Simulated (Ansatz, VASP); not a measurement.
**One calculation of TaSi2, two programs**

```
CELL_PARAMETERS angstrom
4.78000 0.00000 0.00000
-2.39000 4.13960 0.00000
0.00000 0.00000 6.56400
ATOMIC_POSITIONS crystal
Ta 0.00000 0.50000 0.16667
Ta 0.50000 0.50000 0.83333
Ta 0.50000 0.00000 0.50000
Si 0.33330 0.16665 0.16667
Si 0.16665 0.83335 0.83333
Si 0.83335 0.66670 0.50000
Si 0.66670 0.83335 0.16667
Si 0.83335 0.16665 0.83333
Si 0.16665 0.33330 0.50000
```

Alike in both runs: task relaxation of cell and atoms; functional PBE; k mesh 5 × 5 × 3; occupations fermi-dirac, width 0.05 eV; no spin polarisation.

|  | VASP | Ansatz |
| --- | --- | --- |
| version | VASP 6.6.1 | Ansatz 0.2.0 |
| potentials or method | VASP PAW PBE potentials, release 64 (Ta_pv, Si) | Ansatz PAW |
| plane-wave cutoff (eV) | 600 | 420 |
| valence electrons in the cell | 57 | 63 |

VASP gave:

```
gap on the k mesh at the Fermi level, each at its own relaxed structure (eV) : none
relaxed volume (Å³/atom)                                                     : 14.68
relaxed cell length with the largest relative difference (Å)                 : 4.816
energy change over the relaxation (meV/atom)                                 : -20
```

Task: What did Ansatz give for the same quantities?

Result: gap on the k mesh at the Fermi level, each at its own relaxed structure (eV): none; relaxed volume (Å³/atom): 14.67; relaxed cell length with the largest relative difference (Å): 4.814; energy change over the relaxation (meV/atom): -20.

A gap of «none» marks a metal or a gap that the smearing closes. The two sets of potentials don't hold the same shells in valence.

Caveats: the plane-wave basis is chosen anew once the cell has moved, so the energies of steps on either side of that aren't comparable (Ansatz). Spin-orbit coupling is left out, which matters for the levels of Ta. PBE usually gives volumes a little too large and moduli too small. Zero-point motion and thermal expansion aren't in these numbers.
